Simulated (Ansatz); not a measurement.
Cu Kα1 powder pattern (kinematic, no thermal factors).
2θ (°) (relative intensity): 24.62 (100), 26.19 (2), 34.20 (61), 35.38 (64), 42.36 (20), 45.27 (9), 47.77 (14), 51.55 (32), 53.88 (9), 54.46 (22), 56.33 (33), 59.51 (1), 65.73 (11), 67.23 (6), 67.92 (5), 70.83 (8), 72.24 (7), 72.95 (7), 74.84 (7), 75.73 (1), 77.81 (2), 79.53 (2), 80.13 (5), 80.81 (6), 84.27 (8), 86.61 (6), 89.97 (9)

The pattern is computed from a structure relaxed with DFT PBE, scalar-relativistic, plane waves, PAW in Ansatz 0.2.0. No spin polarisation. Its elements are Se.

Task: Give the structure.

Result: Se.
Space group Cmcm (No. 63). a = 4.264 Å, b = 6.800 Å, c = 3.805 Å, α = 90.00°, β = 90.00°, γ = 90.00°
```csv
atom,site,symmetry,x,y,z
Se,4c,m2m,0.5000,0.3876,0.7500
```

A pattern alone doesn't exclude other cells with like lines; this is the one computed.

The cell was found from a structure generator's guess, not taken from experiment. No dispersion correction is applied, so the spacing between layers, chains or molecules is poorly fixed.
